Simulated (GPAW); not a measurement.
# SiC (Moissanite): one start, several treatments of the self-energy

Aim: compare treatments of exchange, screening and correlation for the gap of SiC (Moissanite).

Method: PBE and many-body steps on it, plane waves, in GPAW 26.7.0.

**What was measured.**

- Gap 3.33 eV: band gap at cryogenic temperature; bulk crystal (literature value) (quoted in “Silicon carbide diodes for neutron detection”, 2020, arxiv:2009.14696).

This is a report of a sequence of runs, with most program output left out.

## 1. Set-up

The structure is hexagonal, space group P6_3mc (No. 186). Conventional cell: a = 3.076 Å, b = 3.076 Å, c = 5.048 Å, α = 90.00°, β = 90.00°, γ = 120.00°. Nearest to Si lie 4 C at 1.87 to 1.94 Å. Nearest to C lie 4 Si at 1.87 to 1.94 Å. Farther neighbours are not listed.

As a file:

```cif
data_structure
_symmetry_space_group_name_H-M 'P6_3mc'
_symmetry_Int_Tables_number 186
_cell_length_a 3.0760
_cell_length_b 3.0760
_cell_length_c 5.0480
_cell_angle_alpha 90.000
_cell_angle_beta 90.000
_cell_angle_gamma 120.000
_cell_volume 41.36
loop_
_atom_site_label
_atom_site_type_symbol
_atom_site_symmetry_multiplicity
_atom_site_Wyckoff_symbol
_atom_site_fract_x
_atom_site_fract_y
_atom_site_fract_z
_atom_site_occupancy
Si1 Si 2 b 0.33333 0.66667 0.00000 1
C1 C 2 b 0.33333 0.66667 0.38500 1
```

The cell and positions come from the Crystallography Open Database and are kept as given unless a step says otherwise.

## 2. Empty states on the mesh, 3×3×4 mesh, 103 bands

This step: GPAW 26.7.0; DFT, PBE, plane waves, PAW.

The sums over transitions need many empty states on a uniform mesh; this step solves for them.

run.py

```python
import json
import numpy as np
from gpaw.mpi import world
from gpaw import GPAW

calc = GPAW('gs.gpw').fixed_density(kpts={'size': (3, 3, 4), 'gamma': True},
    parallel={'domain': 1, 'band': 1},
    txt='nscf.txt')
calc.diagonalize_full_hamiltonian(nbands=103)
calc.write('full.gpw', mode='all')
res = {}
kpts = calc.get_ibz_k_points()
res['kpts'] = kpts
res['eigenvalues'] = [calc.get_eigenvalues(kpt=k) for k in range(len(kpts))]
res['n_electrons'] = calc.get_number_of_electrons()

if world.rank == 0:
    with open('result.json', 'w') as f:
        json.dump(res, f, default=lambda x: x.tolist())
```

Command:

```console
$ mpirun -n 4 gpaw python run.py
```

The job ended after 12 s (4 MPI ranks of Arm Neoverse V1, shared host; peak memory 1.2 GiB).

Numbers from this step:

- gap: 2.315 eV
- k of the valence top: 0, 0, 0
- k of the conduction bottom: 0.3333, 0.3333, 0
- least direct gap: 4.392 eV
- k points computed: 10
- lowest point of the top converged band, above the valence top: 84.5723 eV

On this mesh the gap is 2.315 eV.

## 3. G0W0, Godby-Needs plasmon pole

G0W0 replaces the xc potential by the self-energy, built once from these orbitals. Only a window of levels is corrected, while the sums run over the empty bands that the input names.

This step: G0W0 on PBE, plane waves, PAW.

run.py

```python
import json
import numpy as np
from gpaw.mpi import world
from gpaw.response.g0w0 import G0W0

gw = G0W0('full.gpw',
    filename='gw',
    kpts=[0, 4, 7],
    bands=(6, 10),
    ecut=100,
    nbands=93,
    integrate_gamma='WS',
    ppa=True)
gw.calculate()
res = {mode: {k: v for k, v in r.items() if k != 'sigma_eskwn'}
       for mode, r in gw.all_results.items()}

if world.rank == 0:
    with open('result.json', 'w') as f:
        json.dump(res, f, default=lambda x: x.tolist())
```

Command:

```console
$ mpirun -n 4 gpaw python run.py
```

Run time: 19 s. Hardware: 4 MPI ranks; peak memory 1.1 GiB; 74 s of CPU time.

Numbers from this step:

```yaml
g0w0_gap_on_the_points_computed: 2.869 eV
least_direct_g0w0_gap_on_the_computed_points: 5.366 eV
z_at_the_valence_top: 0.8025
z_at_the_conduction_bottom: 0.8294
starting_gap_on_the_mesh: 2.315 eV
k_of_the_valence_top: 0, 0, 0
k_of_the_conduction_bottom: 0.3333, 0.3333, 0
```

The gap on the mesh goes from 2.31 eV to 2.87 eV, a correction of +0.55 eV.

## 4. G0W0, full frequency, Hilbert transform

run.py: that of step 3 with these lines changed.

```diff
@@ -12,3 +12,5 @@
     integrate_gamma='WS',
-    ppa=True)
+    frequencies={'type': 'nonlinear', 'domega0': 0.1, 'omega2': 15.0},
+    eta=0.1,
+    nblocksmax=True)
 gw.calculate()
```

Command:

```console
$ mpirun -n 4 gpaw python run.py
```

The job ended after 34 s (4 MPI ranks; peak memory 1.1 GiB).

Numbers from this step:

```yaml
g0w0_gap_on_the_points_computed: 2.924 eV
least_direct_g0w0_gap_on_the_computed_points: 5.412 eV
z_at_the_valence_top: 0.7879
z_at_the_conduction_bottom: 0.8342
starting_gap_on_the_mesh: 2.315 eV
k_of_the_valence_top: 0, 0, 0
k_of_the_conduction_bottom: 0.3333, 0.3333, 0
```

Against G0W0 in GPAW (3×3×4 mesh, 93 bands, screening to 100 eV, Godby-Needs plasmon pole), the gap moves by +0.056 eV.

## 5. G0W0, multipole

run.py: that of step 4 with these lines changed.

```diff
@@ -12,5 +12,3 @@
     integrate_gamma='WS',
-    frequencies={'type': 'nonlinear', 'domega0': 0.1, 'omega2': 15.0},
-    eta=0.1,
-    nblocksmax=True)
+    mpa={'npoles': 4, 'wrange': [0, 40], 'varpi': 20.0, 'eta0': 0.01, 'eta_rest': 1.0, 'alpha': 1})
 gw.calculate()
```

Command:

```console
$ mpirun -n 4 gpaw python run.py
```

The job ended after 24 s (4 MPI ranks; peak memory 0.99 GiB; 96 s of CPU time).

Numbers from this step:

| Item | Value |
| --- | --- |
| G0W0 gap on the points computed | 2.902 eV |
| least direct G0W0 gap on the computed points | 5.384 eV |
| starting gap on the mesh | 2.315 eV |
| k of the valence top | 0, 0, 0 |
| k of the conduction bottom | 0.3333, 0.3333, 0 |

Against G0W0 in GPAW (3×3×4 mesh, 93 bands, screening to 100 eV, Godby-Needs plasmon pole), the gap moves by +0.034 eV.

## 6. Side by side

Times are wall times on 4 MPI ranks of Arm Neoverse V1, shared host, good to a factor of about two.

```csv
run,mesh,bands,screening cutoff (eV),DFT gap (eV),gap on the mesh (eV),direct (eV),time
"G0W0, Godby-Needs plasmon pole",3×3×4,93,100,2.315,2.869,5.366,19 s
"G0W0, full frequency, Hilbert transform",3×3×4,93,100,2.315,2.924,5.412,34 s
"G0W0, multipole",3×3×4,93,100,2.315,2.902,5.384,24 s
```

## 7. What came out

```yaml
g0w0_godby_needs_plasmon_pole: 2.869 eV
g0w0_full_frequency_hilbert_transform: 2.924 eV
g0w0_multipole: 2.902 eV
known_limits: not at the basis limit; coarse k mesh
```

In words: G0W0, full frequency, Hilbert transform: +0.056 eV against G0W0, Godby-Needs plasmon pole. G0W0, multipole: +0.034 eV against G0W0, Godby-Needs plasmon pole. Against experiment, by G0W0, Godby-Needs plasmon pole: the gap of 2.87 eV lies −0.46 eV from the measured 3.33 eV (kind not stated, quoted 2020). These are gaps on the mesh, at modest bands and cutoff. The calculation has static nuclei and no excitons; a measured gap holds zero-point and thermal motion, which mostly lowers it. Bands and cutoff are finite, so the gap is not at the basis limit. The miss can reach some tenths of an eV and take either sign; the mesh is an error of its own. These stock PAW sets were not made for GW. In the G0W0 runs levels were corrected at 3 k points alone, so a gap called «on the mesh» is the least over those, and an edge elsewhere would be missed. The 3×3×4 mesh is coarse for this cell, which bears on the long-range parts of exchange and screening.

[Paths, hosts, dates, memory and timing lines, banners, echoed tables and standing remarks are left out of the program output.]

[Logs are printed without paths, hosts, clocks, repeated set-up lines and the standing remarks that a program may print on its own settings, such as how far it seeks lower states.]

[Runs of the session that timed out or met a known fault of the program may be left out.]

[Hosts, paths, dates, database ids (printed as entryN), source tags and the programs' standing remarks are cut or masked in the printed files.]
